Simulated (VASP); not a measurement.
## Cd: single point with PBEsol

Cd:

```
CELL_PARAMETERS angstrom
-1.64158 1.64158 1.64158
1.64158 -1.64158 1.64158
1.64158 1.64158 -1.64158
ATOMIC_POSITIONS crystal
Cd 0.00000 0.00000 0.00000
```

The cell isn't the ideal one: strain -0.080 along x and y, -0.080 along z, atoms carried along.

- Program: VASP 6.6.1
- Task: single point
- Functional: PBEsol
- Potentials or basis: VASP PAW PBE potentials, release 64 (Cd)
- Cutoff: 520 eV
- k mesh: 18 × 18 × 18
- Occupations: gaussian, width 0.15 eV
- Spin: no spin polarisation
- Dipole correction: no
- Further INCAR settings: ALGO = Normal; EDIFF = 1e-06; NBANDS = 12

| Property | Result |
| --- | --- |
| Pressure | 17.9 GPa |
| Band gap on the k mesh | none (metal or under the smearing width) |

Levels at points of the mesh, in eV from the Fermi level:
| k point | band 4 | band 5 | band 6 | band 7 | band 8 | band 9 |
| --- | --- | --- | --- | --- | --- | --- |
| (0.00, 0.00, 0.00) | -10.19 | -9.20 | -9.20 | 16.24 | 16.24 | 16.24 |
| (0.50, 0.00, 0.00) | -9.14 | -8.51 | -3.28 | -0.64 | 10.64 | 10.65 |
| (0.50, 0.50, 0.50) | -8.68 | -8.68 | 3.39 | 3.39 | 3.39 | 7.87 |

Wall time 18 s on 1 thread of AMD EPYC 9R45 96-Core Processor (Zen 5), on a shared host, peak memory 0.14 GiB.

Caveat: so large a pressure means that the cell lies far from this level's equilibrium, or that cutoff or potentials fall short; the potentials were made for another functional, which shifts forces and pressure.
